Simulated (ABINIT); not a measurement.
# Mo (Im-3m) in ABINIT: a series of runs

Aim: see how the results for Mo move with the level of theory and the settings. Levels: RPBE+D4, BP86, PBE, LDA. Tasks: equation of state, band structure.

All numbers are computed with ABINIT 10.8.3 (patched build); they aren't measurements. Logs are shortened: lines on timing, memory, paths and dates and some standing lists are left out, and cuts for length are marked. The log counts tension as positive stress, the text compression.

### Step 1. The structure

The structure is cubic, space group Im-3m (No. 229). Conventional cell: a = 3.168 Å, b = 3.168 Å, c = 3.168 Å, α = 90.00°, β = 90.00°, γ = 90.00°. Mo (site symmetry m-3m) is surrounded by 8 Mo at 2.74 Å.

### Step 2. Equation of state, RPBE+D4

run.py reads:

```python
import json, os
import numpy as np
from ase.eos import EquationOfState
from ase.units import GPa
from ase.calculators.mixing import SumCalculator
from dftd4.ase import DFTD4
from ase.calculators.abinit import Abinit, AbinitProfile
from ase import Atoms

atoms = Atoms(['Mo'],
              cell=[[-1.5838089719, 1.5838089719, 1.5838089719], [1.5838089719, -1.5838089719, 1.5838089719], [1.5838089719, 1.5838089719, -1.5838089719]],
              scaled_positions=[[0.0, 0.0, 0.0]],
              pbc=True)

profile = AbinitProfile(command='abinit', pp_paths=[os.path.abspath('pseudos')])
params = dict(
    pps='pawxml', xc='PBE',
    ecut=408.1708,
    pawecutdg=816.3416,
    kptopt=1,
    ngkpt=[12, 12, 12],
    nshiftk=1,
    shiftk=[0.0, 0.0, 0.0],
    ixc=15,
    nband=11,
    occopt=3,
    tsmear=0.05,
    nstep=100,
    tolvrs=1e-09,
    prtwf=0,
    prtden=0,
)

cell0 = atoms.cell.copy()
volumes, energies = [], []
for i, x in enumerate([0.94, 0.96, 0.98, 1.0, 1.02, 1.04, 1.06]):
    atoms.set_cell(cell0 * x ** (1 / 3), scale_atoms=True)
    atoms.calc = SumCalculator([Abinit(profile=profile, directory=f'v{i}', **params), DFTD4(method='rpbe')])
    volumes.append(atoms.get_volume() / len(atoms))
    dft, disp = atoms.calc.mixer.calcs
    energies.append((dft.get_property('free_energy', atoms) + disp.get_property('energy', atoms)) / len(atoms))
    print(f'{x:5.2f} {volumes[-1]:10.5f} A^3/atom {energies[-1]:14.6f} eV/atom', flush=True)
    json.dump(dict(volumes=volumes, energies=energies), open('results.json', 'w'))
v0, e0, b0 = EquationOfState(volumes, energies, eos='birchmurnaghan').fit()
print(f'V0 {v0:.4f} A^3/atom  E0 {e0:.6f} eV/atom  B0 {b0 / GPa:.2f} GPa')
```

Potentials or basis: JTH PAW PBE v2.0.

Launch:

```console
$ python run.py
```

The program printed:

```text
0.94   14.93813 A^3/atom   -1872.219714 eV/atom
 0.96   15.25596 A^3/atom   -1872.229296 eV/atom
 0.98   15.57380 A^3/atom   -1872.227069 eV/atom
 1.00   15.89163 A^3/atom   -1872.214629 eV/atom
 1.02   16.20946 A^3/atom   -1872.192036 eV/atom
 1.04   16.52729 A^3/atom   -1872.161483 eV/atom
 1.06   16.84513 A^3/atom   -1872.123455 eV/atom
V0 15.3517 A^3/atom  E0 -1872.229882 eV/atom  B0 278.97 GPa
```

abinit.in:

```text
ecut 408.1708 eV
ixc 15
kptopt 1
natom 1
nband 11
ngkpt
12 12 12
nshiftk 1
nsppol 1
nstep 100
occopt 3
pawecutdg 816.3416 eV
prtden 0
prtwf 0
shiftk
0.0 0.0 0.0
tolvrs 1e-09
tsmear 0.05 eV
#Definition of the unit cell
acell
1.00000000000000 1.00000000000000 1.00000000000000 Angstrom
rprim
-1.61487193601659 1.61487193601659 1.61487193601659
1.61487193601659 -1.61487193601659 1.61487193601659
1.61487193601659 1.61487193601659 -1.61487193601659
chkprim 0 # Allow non-primitive cells
#Definition of the atom types
ntypat 1
znucl 42
#Enumerate different atomic species
typat
 1
pseudos "./pseudos/Mo.GGA_PBE-JTH.xml"
#Definition of the atoms
xcart
0.00000000000000 0.00000000000000 0.00000000000000
chkexit 1 # abinit.exit file in the running directory terminates after the current SCF
```

abinit.abo:

```text
.Version 10.8.3 of ABINIT
 Symmetries : space group Im -3 m (#229); Bravais cI (body-center cubic)
================================================================================
 Values of the parameters that define the memory need of the present run
     intxc =       0    ionmov =       0      iscf =      17    lmnmax =      18
     lnmax =       6     mgfft =      20  mpssoang =       3    mqgrid =    3001
     natom =       1  nloc_mem =       2    nspden =       1   nspinor =       1
    nsppol =       1      nsym =      48    n1xccc =       1    ntypat =       1
    occopt =       3   xclevel =       2
       mpw =         327          nfft =        8000          nkpt =          72
 PAW method is used; the additional fine FFT grid is defined by:
   mgfftf=        30    nfftf =     27000
================================================================================
================================================================================

--------------------------------------------------------------------------------
------------- Echo of variables that govern the present computation ------------
--------------------------------------------------------------------------------
 -outvars: echo values of preprocessed input variables --------
            acell      1.8897261259E+00  1.8897261259E+00  1.8897261259E+00 Bohr
              amu      9.59400000E+01
          chkexit           1
          chkprim           0
             ecut      1.50000002E+01 Hartree
                       outvar_i_n : Printing only first  50 k-points.
              ixc          15
                       outvar_i_n : Printing only first  50 k-points.
         kptrlatt       12    0    0      0   12    0      0    0   12
          kptrlen      6.34276802E+01
            natom           1
            nband          11
            ngfft          20      20      20
          ngfftdg          30      30      30
             nkpt          72
            nstep         100
             nsym          48
           ntypat           1
                       prtocc : prtvol=0, do not print more k-points.
           occopt           3
        pawecutdg      3.00000005E+01 Hartree
         pawxcdev           0
           prtden           0
            prtwf           0
            rprim     -1.6148719360E+00  1.6148719360E+00  1.6148719360E+00
                       1.6148719360E+00 -1.6148719360E+00  1.6148719360E+00
                       1.6148719360E+00  1.6148719360E+00 -1.6148719360E+00
          spgroup         229
           tolvrs      1.00000000E-09
           tsmear      1.83746611E-03 Hartree
            typat      1
           useylm           1
                       outvars : Printing only first  50 k-points.
            znucl       42.00000

================================================================================

 chkinp: Checking input parameters for consistency.

================================================================================
== DATASET  1 ==================================================================

--- !DatasetInfo
iteration_state: {dtset: 1, }
dimensions: {natom: 1, nkpt: 72, mband: 11, nsppol: 1, nspinor: 1, nspden: 1, mpw: 327, }
cutoff_energies: {ecut:  15.0, pawecutdg:  30.0, }
electrons: {nelect:   1.40000000E+01, charge:   0.00000000E+00, occopt:   3.00000000E+00, tsmear:   1.83746611E-03, }
meta: {optdriver: 0, ionmov: 0, optcell: 0, iscf: 17, paral_kgb: 0, }
...

 Exchange-correlation functional for the present dataset will be:
  GGA: RPBE functional - ixc=15
  Hammer, L. B. Hansen, and J. K. Norskov, PRB 59, 7413 (1999)

 Real(R)+Recip(G) space primitive vectors, cartesian coordinates (Bohr,Bohr^-1):
 R(1)= -3.0516657  3.0516657  3.0516657  G(1)=  0.0000000  0.1638449  0.1638449
 R(2)=  3.0516657 -3.0516657  3.0516657  G(2)=  0.1638449  0.0000000  0.1638449
 R(3)=  3.0516657  3.0516657 -3.0516657  G(3)=  0.1638449  0.1638449  0.0000000
 Unit cell volume ucvol=  1.1367654E+02 bohr^3
 Angles (23,13,12)=  1.09471221E+02  1.09471221E+02  1.09471221E+02 degrees

 Coarse grid specifications (used for wave-functions):

 getcut: wavevector=  0.0000  0.0000  0.0000  ngfft=  20  20  20
         ecut(hartree)=     15.000   => boxcut(ratio)=   2.17573

 Fine grid specifications (used for densities):

 getcut: wavevector=  0.0000  0.0000  0.0000  ngfft=  30  30  30
         ecut(hartree)=     30.000   => boxcut(ratio)=   2.30196

 getcut : COMMENT -
  Note that boxcut > 2.2 ; recall that boxcut=Gcut(box)/Gcut(sphere) = 2
  is sufficient for exact treatment of convolution.
  Such a large boxcut is a waste : you could raise ecut
  e.g. ecut=   39.742676 Hartrees makes boxcut=2

--- Pseudopotential description ------------------------------------------------
- pspini: atom type   1  psp file is <dir>
 Pseudopotential format is: paw10
 basis_size (lnmax)=  6 (lmn_size= 18), orbitals=   0   0   1   1   2   2
 Spheres core radius: rc_sph= 2.20740211
 Shapefunction is SIN type: shapef(r)=[sin(pi*r/rshp)/(pi*r/rshp)]**2
 Radius for shape functions =  1.91008465
 Compensation charge density is not taken into account in XC energy/potential

   3.87899950E+02                                ecore*ucvol(ha*bohr**3)
--------------------------------------------------------------------------------

[... 7 lines left out ...]

     iter   Etot(hartree)      deltaE(h)  residm     nres2
 ETOT  1  -68.495928914722    -6.850E+01 1.866E+00 5.854E+00
 ETOT  2  -68.762523714200    -2.666E-01 1.572E-02 6.895E-01
 ETOT  3  -68.760836190669     1.688E-03 8.497E-03 7.993E-02
 ETOT  4  -68.760967465459    -1.313E-04 2.141E-03 9.068E-03
 ETOT  5  -68.760993058870    -2.559E-05 1.849E-03 5.632E-05
 ETOT  6  -68.760993993704    -9.348E-07 1.673E-03 2.011E-06
 ETOT  7  -68.760994025273    -3.157E-08 8.305E-04 3.146E-07
 ETOT  8  -68.760994028696    -3.423E-09 8.361E-04 4.247E-09
 ETOT  9  -68.760994028710    -1.381E-11 4.690E-04 1.081E-11

 At SCF step    9       nres2   =  1.08E-11 < tolvrs=  1.00E-09 =>converged.

 Cartesian components of stress tensor (hartree/bohr^3)
  sigma(1 1)=  3.98337015E-04  sigma(3 2)=  0.00000000E+00
  sigma(2 2)=  3.98337015E-04  sigma(3 1)=  0.00000000E+00
  sigma(3 3)=  3.98337015E-04  sigma(2 1)=  0.00000000E+00

--- !ResultsGS
iteration_state: {dtset: 1, }
comment   : Summary of ground state results
lattice_vectors:
- [ -3.0516657,   3.0516657,   3.0516657, ]
- [  3.0516657,  -3.0516657,   3.0516657, ]
- [  3.0516657,   3.0516657,  -3.0516657, ]
lattice_lengths: [   5.28564,    5.28564,    5.28564, ]
lattice_angles: [109.471, 109.471, 109.471, ] # degrees, (23, 13, 12)
lattice_volume:   1.1367654E+02
convergence: {deltae: -1.381E-11, res2:  1.081E-11, residm:  4.690E-04, diffor: null, }
etotal    :  -6.87609940E+01
entropy   :   0.00000000E+00
fermie    :   4.59557449E-01
cartesian_stress_tensor: # hartree/bohr^3
- [  3.98337015E-04,   0.00000000E+00,   0.00000000E+00, ]
- [  0.00000000E+00,   3.98337015E-04,   0.00000000E+00, ]
- [  0.00000000E+00,   0.00000000E+00,   3.98337015E-04, ]
pressure_GPa:  -1.1719E+01
xred      :
- [  0.0000E+00,   0.0000E+00,   0.0000E+00, Mo]
cartesian_forces: # hartree/bohr
- [ -0.00000000E+00,  -0.00000000E+00,  -0.00000000E+00, ]
force_length_stats: {min:   0.00000000E+00, max:   0.00000000E+00, mean:   0.00000000E+00, }
...

 Integrated electronic density in atomic spheres:
 ------------------------------------------------
 Atom  Sphere_radius  Integrated_density
    1        2.20740         11.21118384

================================================================================

 ----iterations are completed or convergence reached----

 Mean square residual over all n,k,spin=   10.094E-07; max=  46.904E-05
 reduced coordinates (array xred) for    1 atoms
       0.000000000000      0.000000000000      0.000000000000
 rms dE/dt=  0.0000E+00; max dE/dt=  0.0000E+00; dE/dt below (all hartree)
    1       0.000000000000      0.000000000000      0.000000000000

 cartesian coordinates (angstrom) at end:
    1      0.00000000000000     0.00000000000000     0.00000000000000

 cartesian forces (hartree/bohr) at end:
    1     -0.00000000000000    -0.00000000000000    -0.00000000000000
 frms,max,avg= 0.0000000E+00 0.0000000E+00   0.000E+00  0.000E+00  0.000E+00 h/b

 cartesian forces (eV/Angstrom) at end:
    1     -0.00000000000000    -0.00000000000000    -0.00000000000000
 frms,max,avg= 0.0000000E+00 0.0000000E+00   0.000E+00  0.000E+00  0.000E+00 e/A
 length scales=  1.889726125908  1.889726125908  1.889726125908 bohr
              =  1.000000000000  1.000000000000  1.000000000000 angstroms
 Fermi (or HOMO) energy (hartree) =   0.45956   Average Vxc (hartree)=  -0.45221
 Eigenvalues (hartree) for nkpt=  72  k points:
 kpt#   1, nband= 11, wtk=  0.00058, kpt=  0.0000  0.0000  0.0000 (reduced coord)
  -1.79252   -0.81544   -0.81544   -0.81544    0.20468    0.41567    0.41567    0.41567
   0.51713    0.51713    1.00452
      occupation numbers for kpt#   1
   2.00000    2.00000    2.00000    2.00000    2.00000    2.00000    2.00000    2.00000
   0.00000    0.00000    0.00000
 prteigrs : prtvol=0 or 1, do not print more k-points.

--- !EnergyTerms
iteration_state     : {dtset: 1, }
comment             : Components of total free energy in Hartree
kinetic             :  9.53817713680608E+00
hartree             :  1.07921713659009E+01
xc                  : -3.81756290317308E+00
Ewald energy        : -5.84344608117358E+01
psp_core            :  3.41231306218602E+00
local_psp           : -3.88507759220057E+01
PAW spherical_terms :  8.59925205523753E+00
internal            : -6.87608860167840E+01
'-kT*entropy'       : -1.01967174273627E-04
total_energy        : -6.87609879839583E+01
total_energy_eV     : -1.87108180268675E+03
...

--- !EnergyTermsDC
iteration_state     : {dtset: 1, }
comment             : '"Double-counting" decomposition of free energy'
band_energy         : -6.39537620835042E+00
Ewald energy        : -5.84344608117358E+01
psp_core            :  3.41231306218602E+00
xc_dc               : -9.63473671672322E+00
PAW spherical_terms :  2.29136861308774E+00
internal            : -6.87608920615357E+01
'-kT*entropy'       : -1.01967174273627E-04
total_energy_dc     : -6.87609940287100E+01
total_energy_dc_eV  : -1.87108196717282E+03
...

--- !EnergyTermsWithPAWCore
iteration_state     : {dtset: 1, }
comment             : 'Components of total free energy, including PAW core contributions'
Total energy        : -4.04927727626835E+03
Total energy DC     : -4.04927728231310E+03
Total energy (eV)   : -1.10186447981612E+05
Total energy DC (eV): -1.10186448146098E+05
...

 Cartesian components of stress tensor (hartree/bohr^3)
  sigma(1 1)=  3.98337015E-04  sigma(3 2)=  0.00000000E+00
  sigma(2 2)=  3.98337015E-04  sigma(3 1)=  0.00000000E+00
  sigma(3 3)=  3.98337015E-04  sigma(2 1)=  0.00000000E+00

-Cartesian components of stress tensor (GPa)         [Pressure= -1.1719E+01 GPa]
- sigma(1 1)=  1.17194796E+01  sigma(3 2)=  0.00000000E+00
- sigma(2 2)=  1.17194796E+01  sigma(3 1)=  0.00000000E+00
- sigma(3 3)=  1.17194796E+01  sigma(2 1)=  0.00000000E+00

== END DATASET(S) ==============================================================
================================================================================

 -outvars: echo values of variables after computation  --------
            acell      1.8897261259E+00  1.8897261259E+00  1.8897261259E+00 Bohr
           etotal     -6.8760994029E+01
            fcart     -0.0000000000E+00 -0.0000000000E+00 -0.0000000000E+00
            rprim     -1.6148719360E+00  1.6148719360E+00  1.6148719360E+00
                       1.6148719360E+00 -1.6148719360E+00  1.6148719360E+00
                       1.6148719360E+00  1.6148719360E+00 -1.6148719360E+00
           strten      3.9833701549E-04  3.9833701549E-04  3.9833701549E-04
                       0.0000000000E+00  0.0000000000E+00  0.0000000000E+00
 Calculation completed.
```

Run time: 66 s. Hardware: 1 thread of Intel Xeon at 2.70GHz, shared host; peak memory 0.11 GiB.

What came out:

| Property | Result |
| --- | --- |
| Equilibrium volume | 15.35 Å³/atom |
| Bulk modulus | 279 GPa |
| Pressure derivative of the bulk modulus | 4.6 (rough: it moves with the points fitted) |

Energy against volume, from the lowest point:
| volume (Å³/atom) | energy (meV/atom) |
| --- | --- |
| 14.938 | 9.58 |
| 15.256 | 0.00 |
| 15.574 | 2.23 |
| 15.892 | 14.67 |
| 16.209 | 37.26 |
| 16.527 | 67.81 |
| 16.845 | 105.84 |

Caveat: pressures at fixed basis lie under the slope of the energies; the log and the count of SCF iterations are those of the last ABINIT call alone; the PAW data sets were made with another functional, which shifts forces and pressure a little.

(Part 1 of 2 ends here.)
